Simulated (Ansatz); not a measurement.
# TiAl: axial (c/a) deformation path

Level of theory: Ansatz, DFT PBE, scalar-relativistic, plane waves, PAW. The runs took a 420 eV cutoff, a Γ-centred 21×21×12 mesh and Gaussian smearing (0.15 eV). No spin polarisation. Energies are free energies at this smearing, counted from the undisturbed cell; pressure is positive in compression.

Zero of the scan (as given, not relaxed at this level; it stands at 0.3 GPa, and it needn't be the usual structure):

```
Ti Al
1.0
     2.86726    0.00000    0.00000
    -1.43363    2.48312    0.00000
     0.00000    0.00000    4.67808
Ti Al
1 1
Cartesian
  -1.4336 2.4831 0.0000
  0.0000 1.6554 2.3390
```

At fixed volume and fractional coordinates, lengths along (0.000, 0.000, 1.000) are scaled against those across it; ρ is that ratio over its starting value. The cell is metallic on the mesh throughout.

```
    ρ  ΔE (meV/atom)
0.800          180.2
0.850           94.8
0.920           21.8
0.960            3.2
1.000            0.0
1.050           18.0
1.100           60.7
1.200          213.1
1.300          426.4
```

(1) Predict the pressure (GPa) at each point.

Answers

(1)
```
    ρ  pressure (GPa)
0.800             5.1
0.850             3.5
0.920             1.6
0.960             0.8
1.000             0.3
1.050             0.0
1.100             0.3
1.200             2.2
1.300             5.6
```